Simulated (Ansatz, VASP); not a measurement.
# In in VASP and in Ansatz

File INCAR:

```
  ALGO = Normal
  EDIFF = 1E-7
  ENCUT = 520
  GGA = PE
  ISIF = 2
  ISMEAR = 0
  LASPH = T
  LCHARG = F
  LREAL = F
  LWAVE = F
  NBANDS = 12
  NELM = 100
  PREC = Accurate
  SIGMA = 0.025
```

Contents of KPOINTS:

```
k-points
0
Gamma
  10 10 10
```

The input POSCAR:

```
In
1.0
   -1.8825252400      1.8825252400      1.8825252400
    1.8825252400     -1.8825252400      1.8825252400
    1.8825252400      1.8825252400     -1.8825252400
In
1
Direct
    0.0000000000      0.0000000000      0.0000000000
```

Contents of input.yaml:

```yaml
crystal:
  lattice:
    - [-1.88252524, 1.88252524, 1.88252524]
    - [1.88252524, -1.88252524, 1.88252524]
    - [1.88252524, 1.88252524, -1.88252524]
  atoms:
    - { symbol: In, position: [0.0, 0.0, 0.0] }
hamiltonian:
  xc: pbe
  pseudopotentials: { kind: paw }
kpoints:
  mp_grid: { grid: [10, 10, 10] }
scf:
  occupations: { method: gaussian, width: 0.025 }
output:
  forces: true
  stress: true
  eigenvalues: true
```

This isn't the form of In at room conditions, which is tetragonal.

Alike in both runs: task single point; functional PBE; k mesh 10 × 10 × 10; occupations gaussian, width 0.025 eV; no spin polarisation.

```csv
,VASP,Ansatz
version,VASP 6.6.1,Ansatz 0.2.0
potentials or method,"VASP PAW PBE potentials, release 64 (In_d)",Ansatz PAW
plane-wave cutoff (eV),520,420
valence electrons in the cell,13,13
```

```csv
,VASP,Ansatz,Ansatz less VASP
gap on the k mesh at the Fermi level (eV),none,none,-
pressure (GPa),1.5,1.5,+0.04
```

A gap of «none» marks a metal or a gap that the smearing closes.
